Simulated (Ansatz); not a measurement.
## Ti(0001) with 2 layers of random Ti-Pd, 2x2: scattering by chemical disorder

Aim: the residual resistivity of a random alloy, from Ti(0001) with 2 layers of random Ti-Pd, 2x2 and longer regions.

Calculated with Ansatz 0.2.0; Ansatz plane-wave DFT, PBE, PAW files; ballistic transport by layer matching (Landauer), zero bias; PAW set soft_1.

### Step 1. The structure

The cell holds 48 atoms: 42 Ti and 6 Pd. Cell: a = 5.900 Å, b = 5.900 Å, c = 28.116 Å, α = 90.0°, β = 90.0°, γ = 120.0°. It derives from Ti. Regions: lead, 40 atoms (40 Ti); scattering region, 8 atoms (6 Pd and 2 Ti). The structure is stacked along c, and the current runs across the ab planes.

### Step 2. With 2 alloy layers

In 2 layers a share of 0.75 of the sites is given to Pd at random. The layers about the cell's end stay perfect and serve as the lead. Energies from -0.05 to 0.05 eV in steps of 0.05 eV are too few for the program's thermal sum, so it prints no conductance; for a metal the transmission near the Fermi level serves, at a fraction of the cost.

Input file input.yaml:

```yaml
crystal:
  lattice:
    - [5.9, 0.0, 0.0]
    - [-2.95, 5.1095498823, 0.0]
    - [0.0, 0.0, 28.116]
  atoms:
    - { symbol: Ti, position: [0.1666666667, 0.3333333333, 0.0416666667] }
    - { symbol: Ti, position: [0.1666666667, 0.8333333333, 0.0416666667] }
    - { symbol: Ti, position: [0.6666666667, 0.3333333333, 0.0416666667] }
    - { symbol: Ti, position: [0.6666666667, 0.8333333333, 0.0416666667] }
    - { symbol: Ti, position: [0.3333333333, 0.1666666667, 0.125] }
    - { symbol: Ti, position: [0.3333333333, 0.6666666667, 0.125] }
    - { symbol: Ti, position: [0.8333333333, 0.1666666667, 0.125] }
    - { symbol: Ti, position: [0.8333333333, 0.6666666667, 0.125] }
    - { symbol: Ti, position: [0.1666666667, 0.3333333333, 0.2083333333] }
    - { symbol: Ti, position: [0.1666666667, 0.8333333333, 0.2083333333] }
    - { symbol: Ti, position: [0.6666666667, 0.3333333333, 0.2083333333] }
    - { symbol: Ti, position: [0.6666666667, 0.8333333333, 0.2083333333] }
    - { symbol: Ti, position: [0.3333333333, 0.1666666667, 0.2916666667] }
    - { symbol: Ti, position: [0.3333333333, 0.6666666667, 0.2916666667] }
    - { symbol: Ti, position: [0.8333333333, 0.1666666667, 0.2916666667] }
    - { symbol: Ti, position: [0.8333333333, 0.6666666667, 0.2916666667] }
    - { symbol: Ti, position: [0.1666666667, 0.3333333333, 0.375] }
    - { symbol: Ti, position: [0.1666666667, 0.8333333333, 0.375] }
    - { symbol: Ti, position: [0.6666666667, 0.3333333333, 0.375] }
    - { symbol: Ti, position: [0.6666666667, 0.8333333333, 0.375] }
    - { symbol: Pd, position: [0.3333333333, 0.1666666667, 0.4583333333] }
    - { symbol: Ti, position: [0.3333333333, 0.6666666667, 0.4583333333] }
    - { symbol: Pd, position: [0.8333333333, 0.1666666667, 0.4583333333] }
    - { symbol: Pd, position: [0.8333333333, 0.6666666667, 0.4583333333] }
    - { symbol: Ti, position: [0.1666666667, 0.3333333333, 0.5416666667] }
    - { symbol: Pd, position: [0.1666666667, 0.8333333333, 0.5416666667] }
    - { symbol: Pd, position: [0.6666666667, 0.3333333333, 0.5416666667] }
    - { symbol: Pd, position: [0.6666666667, 0.8333333333, 0.5416666667] }
    - { symbol: Ti, position: [0.3333333333, 0.1666666667, 0.625] }
    - { symbol: Ti, position: [0.3333333333, 0.6666666667, 0.625] }
    - { symbol: Ti, position: [0.8333333333, 0.1666666667, 0.625] }
    - { symbol: Ti, position: [0.8333333333, 0.6666666667, 0.625] }
    - { symbol: Ti, position: [0.1666666667, 0.3333333333, 0.7083333333] }
    - { symbol: Ti, position: [0.1666666667, 0.8333333333, 0.7083333333] }
    - { symbol: Ti, position: [0.6666666667, 0.3333333333, 0.7083333333] }
    - { symbol: Ti, position: [0.6666666667, 0.8333333333, 0.7083333333] }
    - { symbol: Ti, position: [0.3333333333, 0.1666666667, 0.7916666667] }
    - { symbol: Ti, position: [0.3333333333, 0.6666666667, 0.7916666667] }
    - { symbol: Ti, position: [0.8333333333, 0.1666666667, 0.7916666667] }
    - { symbol: Ti, position: [0.8333333333, 0.6666666667, 0.7916666667] }
    - { symbol: Ti, position: [0.1666666667, 0.3333333333, 0.875] }
    - { symbol: Ti, position: [0.1666666667, 0.8333333333, 0.875] }
    - { symbol: Ti, position: [0.6666666667, 0.3333333333, 0.875] }
    - { symbol: Ti, position: [0.6666666667, 0.8333333333, 0.875] }
    - { symbol: Ti, position: [0.3333333333, 0.1666666667, 0.9583333333] }
    - { symbol: Ti, position: [0.3333333333, 0.6666666667, 0.9583333333] }
    - { symbol: Ti, position: [0.8333333333, 0.1666666667, 0.9583333333] }
    - { symbol: Ti, position: [0.8333333333, 0.6666666667, 0.9583333333] }
kpoints:
  mp_grid: { grid: [4, 4, 1] }
hamiltonian:
  xc: pbe
  pseudopotentials: { kind: paw, azcp: { folder: soft_1 } }
scf:
  occupations: { method: fermi_dirac, width: 0.1 }
output:
  transmission: { leads: [[0, 8]], kmesh: [8, 8], e_range: [-0.05, 0.05], de: 0.05 }
  write_potential: true
  write_density: true
  volumetric_format: npy
```

The run is started by

```sh
ansatz run input.yaml --threads 4 --pin off --max-ram 15360MiB --backend cpu --events-out ev --progress --plain --runs-dir out
```

Numbers of over 12 decimals in the logs are rounded to 6 here.

The program printed:

```text
Engine: ansatz 0.2.0, aarch64-unknown-linux-gnu
Pseudopotentials: kind: paw
Pseudopotential: Ti, paw, valence charge 12, recommended cutoff 420 eV (normal), soft_1/Ti.paw.azcp
Pseudopotential: Pd, paw, valence charge 18, recommended cutoff 420 eV (normal), soft_1/Pd.paw.azcp
Functional definition: PBE
  parameter kappa = 0.804
  parameter beta = 0.066725
  exchange = pbe_x(kappa = kappa, mu = beta*pi^2/3)
  correlation = pbe_c(beta = beta)
Crystal: 48 atoms, lattice volume = 847.595 Å³
Basis set: ecut = 420 eV, 16425 PW (Γ)
Bands: 368, of which v1, the nominal top of the filled ones, is band 306 counted from 1 (305 counted from 0)
Symmetry: 4 space group operations
Space group: C2/m (ITA 12), of the structure as read, at distance tolerance 9.5e-5 Å
k-points: 7 of 16
Non-local potential: Ti, projectors of the file, l = 0: 3, l = 1: 2, l = 2: 3, l = 3: 1
Non-local potential: Pd, projectors of the file, l = 0: 2, l = 1: 2, l = 2: 2, l = 3: 1
PAW form: soft (Blöchl's): semilocal exchange-correlation on the pseudo side does not see the compensation charge
PAW one-centre angular grid: Ti, 590 points (default); XC on 64 Gauss nodes
PAW one-centre angular grid: Pd, 590 points (default); XC on 64 Gauss nodes
Initial density: superposition of atomic densities (chi_scale 0.1, normalization cell, long waves of neutral atoms (reshape's long-wave potential 16.87 eV rms, cloud 2.99 Å wide))
Initial wavefunctions: pseudopotential atomic-orbital guess
Functional: x = pbe(κ = 0.804, μ = 0.219515), c = pbe(β = 0.066725)
SCF iter   1: F=—  HF=-147273.006698 eV  |F-HF|=—  |Δ(HF+E_count)|=         —  Δρ=4.14e-1  dr2=2.47e4  ethr=3.10e-3  ⟨swp⟩=8.0  Hψ=10528  notcnv=0
preconditioner: auto → Kerker (q_TF=auto, 2.584 Å⁻¹)  [metal: Δε(μ)=0.040 eV  Ē_g=2.921 eV  σ=0.100 eV  W_gap=0.10  n_scr=268 (ndim 8)  ℏωp=19.3 eV  f_vac=0.000  D(μ)=75.54/eV (n_scr^D=946)]
SCF iter   2: F=—  HF=-146916.051267 eV  |F-HF|=—  |Δ(HF+E_count)|=    3.57e2  Δρ=2.20e-1  dr2=1.53e3  ethr=3.10e-3  ⟨swp⟩=27.0  Hψ=45578  notcnv=0  defer=30
SCF iter   3: F=—  HF=-146842.124230 eV  |F-HF|=—  |Δ(HF+E_count)|=    7.39e1  Δρ=9.23e-2  dr2=2.18e2  ethr=3.10e-3  ⟨swp⟩=12.7  Hψ=11078  notcnv=0  defer=21
SCF iter   4: F=—  HF=-146837.889832 eV  |F-HF|=—  |Δ(HF+E_count)|=    4.23e0  Δρ=1.02e-1  dr2=6.90e2  ethr=3.10e-3  ⟨swp⟩=12.9  Hψ=10492  notcnv=0  defer=41  recentre
SCF iter   5: F=—  HF=-146831.455086 eV  |F-HF|=—  |Δ(HF+E_count)|=    6.43e0  Δρ=4.65e-2  dr2=5.68e1  ethr=3.10e-3  ⟨swp⟩=9.0  Hψ=8395  notcnv=0  defer=27
SCF iter   6: F=—  HF=-146828.080694 eV  |F-HF|=—  |Δ(HF+E_count)|=    3.37e0  Δρ=6.40e-3  dr2=7.24e-1  ethr=3.10e-3  ⟨swp⟩=5.7  Hψ=7486  notcnv=0  defer=1
SCF iter   7: F=—  HF=-146827.986147 eV  |F-HF|=—  |Δ(HF+E_count)|=   9.45e-2  Δρ=2.58e-3  dr2=7.71e-1  ethr=1.18e-4  ⟨swp⟩=3.6  Hψ=4772  notcnv=0  defer=6
SCF iter   8: F=—  HF=-146827.973256 eV  |F-HF|=—  |Δ(HF+E_count)|=   1.29e-2  Δρ=2.19e-3  dr2=4.67e-1  ethr=1.18e-4  ⟨swp⟩=1.4  Hψ=2635  notcnv=0  defer=1
SCF iter   9: F=—  HF=-146827.963819 eV  |F-HF|=—  |Δ(HF+E_count)|=   9.44e-3  Δρ=1.35e-3  dr2=1.76e-1  ethr=7.63e-5  ⟨swp⟩=1.6  Hψ=2646  notcnv=0  defer=1
SCF iter  10: F=—  HF=-146827.960432 eV  |F-HF|=—  |Δ(HF+E_count)|=   3.39e-3  Δρ=8.31e-4  dr2=4.96e-2  ethr=2.88e-5  ⟨swp⟩=2.1  Hψ=2804  notcnv=0  defer=1
SCF iter  11: F=—  HF=-146827.959216 eV  |F-HF|=—  |Δ(HF+E_count)|=   1.22e-3  Δρ=8.91e-5  dr2=1.13e-3  ethr=8.10e-6  ⟨swp⟩=2.4  Hψ=3044  notcnv=0  defer=1
SCF iter  12: F=—  HF=-146827.959253 eV  |F-HF|=—  |Δ(HF+E_count)|=   3.69e-5  Δρ=2.47e-5  dr2=1.11e-5  ethr=1.85e-7  ⟨swp⟩=5.4  Hψ=4837  notcnv=0
SCF iter  13: F=—  HF=-146827.960182 eV  |F-HF|=—  |Δ(HF+E_count)|=   9.29e-4  Δρ=9.60e-6  dr2=2.54e-6  ethr=1.81e-9  ⟨swp⟩=6.4  Hψ=5950  notcnv=0
SCF iter  14: F=—  HF=-146827.960181 eV  |F-HF|=—  |Δ(HF+E_count)|=   1.66e-7  Δρ=3.40e-6  dr2=3.10e-7  ethr=4.16e-10  ⟨swp⟩=2.7  Hψ=3596  notcnv=0
SCF iter  15: F=-146827.960181 eV  HF=-146827.960181 eV  |F-HF|=3.00e-8  |Δ(HF+E_count)|=   1.85e-8  Δρ=1.10e-6  dr2=3.25e-8  ethr=1.63e-11  ⟨swp⟩=17.0  Hψ=12101  notcnv=0
SCF 1 converged in 15 iterations: F = -146827.960181 eV  dr2 = 3.25e-8
  greatest PAW one-centre occupation: 0.999 electrons in one spin orbital (limit 2), on the Pd atom at site 26 (counted from 0), in its partial waves of l = 0
transmission: 81 of 735 steps passed
transmission: 150 of 735 steps passed
[...]
transmission: 735 of 735 steps passed
SCF converged after 15 iterations
Free energy (F): -146827.960181 eV
Harris-Foulkes:  -146827.960181 eV  (|F-HF|=3.00e-8)
Internal energy: -146826.008418 eV  (E = F + TS)
E sigma→0 (E₀):  -146826.984299 eV
Entropy (-TS):   -1.951764 eV (-40.662 meV/atom)
Fermi energy:    13.413459 eV
--- Per-component energies (eV) ---
  E_band       = -8149.527310
  E_kinetic    = 14455.899033
  E_local      = -63229.246969  (includes V_loc(G=0)·N_el)
  E_nonlocal   = 4752.054833
  E_hartree    = 26430.630008
  E_xc         = -5696.245241
  E_vxc        = -7141.479858  (∫ρ·V_xc dr)
  E_paw        = -66626.451907  (= ΣΔE_a)
  E_vpaw       = -9848.019479  (= ΣTr[D̂ρ^β])
  E_aug_tail   = -0.002006  (compensation charges beyond the density's cutoff)
  E_ewald      = -56912.646170
  E_smearing   = -1.951764  (= −TS)
  E_closure    = -0.000000  (closes the sum)
  Σ components = -146827.960181   (vs F -146827.960181, Δ=0.00e0)
--- Band table (eV; the first three rows and the last of 7) ---
  k-point 0: bands = [... 302 lower, 13.7955, 13.8322, 13.8673, 13.9842, 13.9869, 13.9938, 14.0041, 14.0342, ... 58 higher]
  k-point 1: bands = [... 302 lower, 13.5407, 13.5632, 13.6514, 13.6830, 13.6905, 13.7115, 13.7141, 13.7319, ... 58 higher]
  k-point 2: bands = [... 302 lower, 13.2173, 13.2286, 13.2385, 13.2571, 13.2750, 13.3723, 13.3726, 13.3980, ... 58 higher]
  k-point 6: bands = [... 302 lower, 13.1507, 13.2037, 13.2086, 13.2452, 13.2657, 13.3132, 13.3513, 13.4091, ... 58 higher]
--- Transmission ---
  basis      : 253 plane waves across, 35 finite elements along
  points     : 21, standing for a mesh of 8 x 8
  energies   : 3 from -0.050000 to 0.050000 eV about the Fermi level, 0.050000 eV apart; the leads are filled to 0.000000 eV, and channels, transmission and decay are at 0.000000 eV
  crystal 0  : Ti8, at the sites [0, 8], period 4.6860 Å, over 23.43 Å; its Hamiltonian steps by up to 43.0 meV: too much for a lead, lay more layers or, if its atoms are ordered, name the step of that order
    offset         : up to 0.0000 Å between an atom of the period and one for which it stands
    channels       : 2.656250e0 a spin
    conductance    : none, the energies end too early or step too widely for 300 K: set another output.transmission.e_range or a lower de, or, where they end at an eighth of basis.ecutwfc, a higher one
  junction   : crystal 0 to crystal 0, 0.70 to 24.13 Å
    transmission   : 1.004730e0 a spin
    conductance    : none, the energies end too early or step too widely for 300 K: set another output.transmission.e_range or a lower de, or, where they end at an eighth of basis.ecutwfc, a higher one
```

It took 6.8 min on 4 threads of Arm Neoverse V1, shared host; peak memory 6.2 GiB; 24 min of CPU time.

The column dr2 measures how far the density is from self-consistency, as an energy; F and HF (Harris–Foulkes) agree once it is small.

This step gave:

```
free energy                                    : -146827.9602 eV
energy at zero smearing                        : -146826.9843 eV
Fermi energy                                   : 13.41 eV
cell area                                      : 30.15 Å²
transmission per spin nearest the Fermi level  : 1.005
open channels per spin nearest the Fermi level : 2.656
step of the lead's potential                   : 43 meV
```

Per spin. Transmission, zone mean against energy, zero at the Fermi level:

| energy (eV) | transmission, zone mean |
| --- | --- |
| -0.0500 | 0.856 |
| 0.0000 | 1.00 |
| 0.0500 | 0.827 |

Per spin. The open channels, zone mean, lead by energy, zero at the Fermi level:

| energy (eV) | open channels, zone mean, lead |
| --- | --- |
| -0.0500 | 2.25 |
| 0.0000 | 2.66 |
| 0.0500 | 3.22 |

Transmission over k1 and k2. At 0.0000 eV from the Fermi level.

Ten even steps from '0' (0.12) to '9' (1.72):
```
79689800
48050850
78020568
99020209
78650208
40580508
70089869
98589858
```
Columns: k1 (b1) from -0.5 to 0.375; rows upwards: k2 (b2) from -0.5 to 0.375.

Open channels over k1 and k2. At 0.0000 eV from the Fermi level.

Ten even steps from '0' (2.00) to '9' (6.00):
```
09229000
02000200
02000020
59000009
00200002
00020002
00009229
50005000
```
Columns: k1 (b1) from -0.5 to 0.375; rows upwards: k2 (b2) from -0.5 to 0.375.

Over the solved energies the transmission per spin lies between 0.827 and 1.00, out of 2.71 channels of the lead on average (up to 3.22). The log calls the step of a lead's potential too much.

### Step 3. With 6 alloy layers

In 6 layers a share of 0.75 of the sites is given to Pd at random. A fresh draw is used; the growth of the resistance with length is what counts.

System of this step: Ti(0001) with 6 layers of random Ti-Pd, 2x2. The cell holds 64 atoms: 46 Ti and 18 Pd. Its edges and angles: a = 5.900 Å, b = 5.900 Å, c = 37.488 Å, α = 90.0°, β = 90.0°, γ = 120.0°. It derives from Ti. Regions: lead, 40 atoms (40 Ti); scattering region, 24 atoms (6 Ti and 18 Pd). The structure is stacked along c, and the current runs across the ab planes.

Input file input.yaml:

```yaml
crystal:
  lattice:
    - [5.9, 0.0, 0.0]
    - [-2.95, 5.1095498823, 0.0]
    - [0.0, 0.0, 37.488]
  atoms:
    - { symbol: Ti, position: [0.1666666667, 0.3333333333, 0.03125] }
    - { symbol: Ti, position: [0.1666666667, 0.8333333333, 0.03125] }
    - { symbol: Ti, position: [0.6666666667, 0.3333333333, 0.03125] }
    - { symbol: Ti, position: [0.6666666667, 0.8333333333, 0.03125] }
    - { symbol: Ti, position: [0.3333333333, 0.1666666667, 0.09375] }
    - { symbol: Ti, position: [0.3333333333, 0.6666666667, 0.09375] }
    - { symbol: Ti, position: [0.8333333333, 0.1666666667, 0.09375] }
    - { symbol: Ti, position: [0.8333333333, 0.6666666667, 0.09375] }
    - { symbol: Ti, position: [0.1666666667, 0.3333333333, 0.15625] }
    - { symbol: Ti, position: [0.1666666667, 0.8333333333, 0.15625] }
    - { symbol: Ti, position: [0.6666666667, 0.3333333333, 0.15625] }
    - { symbol: Ti, position: [0.6666666667, 0.8333333333, 0.15625] }
    - { symbol: Ti, position: [0.3333333333, 0.1666666667, 0.21875] }
    - { symbol: Ti, position: [0.3333333333, 0.6666666667, 0.21875] }
    - { symbol: Ti, position: [0.8333333333, 0.1666666667, 0.21875] }
    - { symbol: Ti, position: [0.8333333333, 0.6666666667, 0.21875] }
    - { symbol: Ti, position: [0.1666666667, 0.3333333333, 0.28125] }
    - { symbol: Ti, position: [0.1666666667, 0.8333333333, 0.28125] }
    - { symbol: Ti, position: [0.6666666667, 0.3333333333, 0.28125] }
    - { symbol: Ti, position: [0.6666666667, 0.8333333333, 0.28125] }
    - { symbol: Ti, position: [0.3333333333, 0.1666666667, 0.34375] }
    - { symbol: Pd, position: [0.3333333333, 0.6666666667, 0.34375] }
    - { symbol: Pd, position: [0.8333333333, 0.1666666667, 0.34375] }
    - { symbol: Ti, position: [0.8333333333, 0.6666666667, 0.34375] }
    - { symbol: Pd, position: [0.1666666667, 0.3333333333, 0.40625] }
    - { symbol: Ti, position: [0.1666666667, 0.8333333333, 0.40625] }
    - { symbol: Pd, position: [0.6666666667, 0.3333333333, 0.40625] }
    - { symbol: Pd, position: [0.6666666667, 0.8333333333, 0.40625] }
    - { symbol: Pd, position: [0.3333333333, 0.1666666667, 0.46875] }
    - { symbol: Pd, position: [0.3333333333, 0.6666666667, 0.46875] }
    - { symbol: Ti, position: [0.8333333333, 0.1666666667, 0.46875] }
    - { symbol: Pd, position: [0.8333333333, 0.6666666667, 0.46875] }
    - { symbol: Pd, position: [0.1666666667, 0.3333333333, 0.53125] }
    - { symbol: Pd, position: [0.1666666667, 0.8333333333, 0.53125] }
    - { symbol: Pd, position: [0.6666666667, 0.3333333333, 0.53125] }
    - { symbol: Pd, position: [0.6666666667, 0.8333333333, 0.53125] }
    - { symbol: Pd, position: [0.3333333333, 0.1666666667, 0.59375] }
    - { symbol: Ti, position: [0.3333333333, 0.6666666667, 0.59375] }
    - { symbol: Pd, position: [0.8333333333, 0.1666666667, 0.59375] }
    - { symbol: Ti, position: [0.8333333333, 0.6666666667, 0.59375] }
    - { symbol: Pd, position: [0.1666666667, 0.3333333333, 0.65625] }
    - { symbol: Pd, position: [0.1666666667, 0.8333333333, 0.65625] }
    - { symbol: Pd, position: [0.6666666667, 0.3333333333, 0.65625] }
    - { symbol: Pd, position: [0.6666666667, 0.8333333333, 0.65625] }
    - { symbol: Ti, position: [0.3333333333, 0.1666666667, 0.71875] }
    - { symbol: Ti, position: [0.3333333333, 0.6666666667, 0.71875] }
    - { symbol: Ti, position: [0.8333333333, 0.1666666667, 0.71875] }
    - { symbol: Ti, position: [0.8333333333, 0.6666666667, 0.71875] }
    - { symbol: Ti, position: [0.1666666667, 0.3333333333, 0.78125] }
    - { symbol: Ti, position: [0.1666666667, 0.8333333333, 0.78125] }
    - { symbol: Ti, position: [0.6666666667, 0.3333333333, 0.78125] }
    - { symbol: Ti, position: [0.6666666667, 0.8333333333, 0.78125] }
    - { symbol: Ti, position: [0.3333333333, 0.1666666667, 0.84375] }
    - { symbol: Ti, position: [0.3333333333, 0.6666666667, 0.84375] }
    - { symbol: Ti, position: [0.8333333333, 0.1666666667, 0.84375] }
    - { symbol: Ti, position: [0.8333333333, 0.6666666667, 0.84375] }
    - { symbol: Ti, position: [0.1666666667, 0.3333333333, 0.90625] }
    - { symbol: Ti, position: [0.1666666667, 0.8333333333, 0.90625] }
    - { symbol: Ti, position: [0.6666666667, 0.3333333333, 0.90625] }
    - { symbol: Ti, position: [0.6666666667, 0.8333333333, 0.90625] }
    - { symbol: Ti, position: [0.3333333333, 0.1666666667, 0.96875] }
    - { symbol: Ti, position: [0.3333333333, 0.6666666667, 0.96875] }
    - { symbol: Ti, position: [0.8333333333, 0.1666666667, 0.96875] }
    - { symbol: Ti, position: [0.8333333333, 0.6666666667, 0.96875] }
kpoints:
  mp_grid: { grid: [4, 4, 1] }
hamiltonian:
  xc: pbe
  pseudopotentials: { kind: paw, azcp: { folder: soft_1 } }
scf:
  occupations: { method: fermi_dirac, width: 0.1 }
output:
  transmission: { leads: [[0, 8]], kmesh: [8, 8], e_range: [-0.05, 0.05], de: 0.05 }
  write_potential: true
  write_density: true
  volumetric_format: npy
```

The program printed:

```text
[...]
Crystal: 64 atoms, lattice volume = 1130.126 Å³
Basis set: ecut = 420 eV, 21905 PW (Γ)
Bands: 526, of which v1, the nominal top of the filled ones, is band 438 counted from 1 (437 counted from 0)
Symmetry: 1 space group operations
[...]
k-points: 10 of 16 (time reversal used)
[...]
SCF iter   1: F=—  HF=-241356.826465 eV  |F-HF|=—  |Δ(HF+E_count)|=         —  Δρ=6.34e-1  dr2=2.10e5  ethr=3.10e-3  ⟨swp⟩=4.5  Hψ=17231  notcnv=0
[...]
SCF iter  15: F=-240506.664635 eV  HF=-240506.664635 eV  |F-HF|=7.67e-8  |Δ(HF+E_count)|=   1.72e-8  Δρ=1.56e-6  dr2=8.96e-8  ethr=1.14e-11  ⟨swp⟩=17.6  Hψ=31653  notcnv=0
SCF 1 converged in 15 iterations: F = -240506.664635 eV  dr2 = 8.96e-8
[...]
transmission: 170 of 1666 steps passed
transmission: 334 of 1666 steps passed
[...]
transmission: 1666 of 1666 steps passed
SCF converged after 15 iterations
Free energy (F): -240506.664635 eV
[...]
Internal energy: -240504.224863 eV  (E = F + TS)
E sigma→0 (E₀):  -240505.444749 eV
Entropy (-TS):   -2.439772 eV (-38.121 meV/atom)
Fermi energy:    13.843918 eV
[...]
--- Band table (eV; the first three rows and the last of 10) ---
  k-point 0: bands = [... 434 lower, 14.1971, 14.2481, 14.2932, 14.3649, 14.4098, 14.4130, 14.4172, 14.4191, ... 84 higher]
  k-point 1: bands = [... 434 lower, 13.9197, 13.9482, 13.9560, 14.0454, 14.0883, 14.1112, 14.1234, 14.1375, ... 84 higher]
  k-point 2: bands = [... 434 lower, 13.6482, 13.6664, 13.6694, 13.7268, 13.7579, 13.7946, 13.8121, 13.8159, ... 84 higher]
  k-point 9: bands = [... 434 lower, 13.6564, 13.7193, 13.7303, 13.7554, 13.7868, 13.7902, 13.8150, 13.8283, ... 84 higher]
--- Transmission ---
  basis      : 253 plane waves across, 49 finite elements along
  points     : 34, standing for a mesh of 8 x 8
[...]
channels       : 2.656250e0 a spin
[...]
junction   : crystal 0 to crystal 0, 0.70 to 33.50 Å
    transmission   : 4.174904e-1 a spin
[...]
```

It took 22 min on 4 threads; peak memory 10 GiB.

This step gave:

```yaml
free_energy: -240506.6646 eV
energy_at_zero_smearing: -240505.4447 eV
fermi_energy: 13.84 eV
transmission_per_spin_nearest_the_fermi_level: 0.4175
step_of_the_lead_s_potential: 43.1 meV
```

Per spin. Transmission, zone mean against energy, zero at the Fermi level:

| energy (eV) | transmission, zone mean |
| --- | --- |
| -0.0500 | 0.354 |
| 0.0000 | 0.417 |
| 0.0500 | 0.413 |

Over the solved energies the transmission per spin lies between 0.354 and 0.417, out of 2.71 channels of the lead on average (up to 3.22). The log calls the step of a lead's potential too much.

(Continued in part 2 of 2.)

[Logs are printed without paths, hosts, clocks, repeated set-up lines and the standing remarks that a program may print on its own settings, such as how far it seeks lower states.]

[Hosts, paths, dates, database ids (printed as entryN), source tags and the programs' standing remarks are cut or masked in the printed files.]
